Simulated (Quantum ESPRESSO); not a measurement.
The system is CaSe.

```xyz
2
Lattice="0.0000 2.9560 2.9560 2.9560 0.0000 2.9560 2.9560 2.9560 0.0000" Properties=species:S:1:pos:R:3 pbc="T T T"
Se    2.9114    2.9476    2.9038
Ca   -0.0041   -0.0054    0.0319
```

The cell isn't the ideal one: atoms moved at random, drawn with an rms of 0.05 Å.

Below is the output of Quantum ESPRESSO 7.5 for this cell. Logs are shortened: lines on timing, memory, paths and dates and some standing lists are left out, and cuts for length are marked.

```text
This program is part of the open-source Quantum ESPRESSO suite
     for quantum simulation of materials; please cite
[... 6 lines left out ...]
     --------------------
     sticks:   dense  smooth     PW     G-vecs:    dense   smooth      PW
     Sum        1891     955    283                54313    19195    3143

     Using Slab Decomposition

     bravais-lattice index     =            0
     lattice parameter (alat)  =       7.8998  a.u.
     unit-cell volume          =     348.6100 (a.u.)^3
     number of atoms/cell      =            2
     number of atomic types    =            2
     number of electrons       =        16.00
     number of Kohn-Sham states=           14
     kinetic-energy cutoff     =      55.0000  Ry
     charge density cutoff     =     440.0000  Ry
     scf convergence threshold =      4.0E-10
     mixing beta               =       0.5000
     number of iterations used =            8  plain     mixing
     Exchange-correlation= SLA  PW   PBE  PBE
                           (   1   4   3   4   0   0   0)

     celldm(1)=   7.899840  celldm(2)=   0.000000  celldm(3)=   0.000000
     celldm(4)=   0.000000  celldm(5)=   0.000000  celldm(6)=   0.000000

     crystal axes: (cart. coord. in units of alat)
               a(1) = (   0.000000   0.707107   0.707107 )
               a(2) = (   0.707107   0.000000   0.707107 )
               a(3) = (   0.707107   0.707107   0.000000 )

     reciprocal axes: (cart. coord. in units 2 pi/alat)
               b(1) = ( -0.707107  0.707107  0.707107 )
               b(2) = (  0.707107 -0.707107  0.707107 )
               b(3) = (  0.707107  0.707107 -0.707107 )

     PseudoPot. # 1 for Se read from file:
     Se_pbe_v1.uspp.F.UPF
     Pseudo is Ultrasoft + core correction, Zval =  6.0
     Generated by new atomic code, or converted to UPF format
     Using radial grid of  877 points,  6 beta functions with:
                l(1) =   0
                l(2) =   0
                l(3) =   1
                l(4) =   1
                l(5) =   2
                l(6) =   2
     Q(r) pseudized with  8 coefficients,  rinner =    1.300   1.300   1.300
                                                       1.300   1.300

     PseudoPot. # 2 for Ca read from file:
     Ca_pbe_v1.uspp.F.UPF
     Pseudo is Ultrasoft + core correction, Zval = 10.0
     Generated by new atomic code, or converted to UPF format
     Using radial grid of  845 points,  6 beta functions with:
                l(1) =   0
                l(2) =   0
                l(3) =   1
                l(4) =   1
                l(5) =   2
                l(6) =   2
     Q(r) pseudized with  8 coefficients,  rinner =    1.500   1.500   1.500
                                                       1.500   1.500

     atomic species   valence    mass     pseudopotential
     Se                6.00    78.97100     Se( 1.00)
     Ca               10.00    40.07800     Ca( 1.00)

     No symmetry found

   Cartesian axes

     site n.     atom                  positions (alat units)
         1        Se     tau(   1) = (   0.6964351   0.7051057   0.6946122  )
         2        Ca     tau(   2) = (  -0.0009843  -0.0012905   0.0076389  )

     number of k points=   260  Fermi-Dirac smearing, width (Ry)=  0.0037

     Number of k-points >= 100: set verbosity='high' to print them.

     Dense  grid:    54313 G-vectors     FFT dimensions: (  54,  54,  54)

     Smooth grid:    19195 G-vectors     FFT dimensions: (  40,  40,  40)

     Initial potential from superposition of free atoms

     starting charge      15.9945, renormalised to      16.0000
     Starting wfcs are   14 randomized atomic wfcs

     Self-consistent Calculation

     iteration #  1     ecut=    55.00 Ry     beta= 0.50
     Davidson diagonalization with overlap
     ethr =  1.00E-02,  avg # of iterations =  3.6

     Threshold (ethr) on eigenvalues was too large:
     Diagonalizing with lowered threshold

     Davidson diagonalization with overlap
     ethr =  3.00E-04,  avg # of iterations =  2.8

     total energy              =    -118.81582777 Ry
     estimated scf accuracy    <       0.04542401 Ry

     iteration #  2     ecut=    55.00 Ry     beta= 0.50
     Davidson diagonalization with overlap
     ethr =  2.84E-04,  avg # of iterations =  2.0

     total energy              =    -118.82391033 Ry
     estimated scf accuracy    <       0.00338577 Ry

     iteration #  3     ecut=    55.00 Ry     beta= 0.50
     Davidson diagonalization with overlap
     ethr =  2.12E-05,  avg # of iterations =  2.9

     total energy              =    -118.82459116 Ry
     estimated scf accuracy    <       0.00077023 Ry
[... 19 lines left out ...]
     total energy              =    -118.82466863 Ry
     estimated scf accuracy    <       0.00000003 Ry

     iteration #  7     ecut=    55.00 Ry     beta= 0.50
     Davidson diagonalization with overlap
     ethr =  1.90E-10,  avg # of iterations =  3.7

     total energy              =    -118.82466865 Ry
     estimated scf accuracy    <          2.9E-09 Ry

     iteration #  8     ecut=    55.00 Ry     beta= 0.50
     Davidson diagonalization with overlap
     ethr =  1.83E-11,  avg # of iterations =  3.7

     End of self-consistent calculation

     Number of k-points >= 100: set verbosity='high' to print the bands.

     the Fermi energy is     7.0670 ev

!    total energy              =    -118.82466865 Ry
     estimated scf accuracy    <          5.4E-11 Ry
     smearing contrib. (-TS)   =      -0.00000000 Ry
     internal energy E=F+TS    =    -118.82466865 Ry

     The total energy is F=E-TS. E is the sum of the following terms:
     one-electron contribution =     -29.03633465 Ry
     hartree contribution      =      19.44618312 Ry
     xc contribution           =     -41.73955518 Ry
     ewald contribution        =     -67.49496195 Ry

     convergence has been achieved in   8 iterations

     Forces acting on atoms (cartesian axes, Ry/au):

     atom    1 type  1   force =     0.00486213    0.00035387    0.01038332
     atom    2 type  2   force =    -0.00486213   -0.00035387   -0.01038332

     Total force =     0.016222     Total SCF correction =     0.000005

     Computing stress (Cartesian axis) and pressure

          total   stress  (Ry/bohr**3)                   (kbar)     P=       13.26
   0.00008429  -0.00000012  -0.00000351           12.40       -0.02       -0.52
  -0.00000012   0.00007690  -0.00000026           -0.02       11.31       -0.04
  -0.00000351  -0.00000026   0.00010913           -0.52       -0.04       16.05

=------------------------------------------------------------------------------=
   JOB DONE.
=------------------------------------------------------------------------------=
```

**Question.** Write the input and the command behind it.

**Answer.** Single point with PBE, no spin polarisation. The files as run (others can give the same):

pw.in
```
&CONTROL
  calculation = 'scf'
  prefix = 'pwscf'
  outdir = './tmp'
  pseudo_dir = './pseudo'
  tprnfor = .true.
  tstress = .true.
  disk_io = 'nowf'
/
&SYSTEM
  ibrav = 0
  nat = 2
  ntyp = 2
  ecutwfc = 55
  ecutrho = 440
  nbnd = 14
  occupations = 'smearing'
  smearing = 'fd'
  degauss = 0.00367493
/
&ELECTRONS
  conv_thr = 4d-10
  electron_maxstep = 120
  mixing_beta = 0.5
/
ATOMIC_SPECIES
Se    78.9710 Se_pbe_v1.uspp.F.UPF
Ca    40.0780 Ca_pbe_v1.uspp.F.UPF
CELL_PARAMETERS angstrom
   0.0000000000    2.9560000000    2.9560000000
   2.9560000000    0.0000000000    2.9560000000
   2.9560000000    2.9560000000    0.0000000000
ATOMIC_POSITIONS crystal
Se     0.4972960000    0.4850340000    0.4998740000
Ca     0.0051850000    0.0056180000   -0.0070100000
K_POINTS automatic
8 8 8 0 0 0
```

Potentials or basis: SSSP 1.3 efficiency PBE.
Run with:
```bash
$ OMP_NUM_THREADS=1 pw.x -in pw.in > pw.out
```
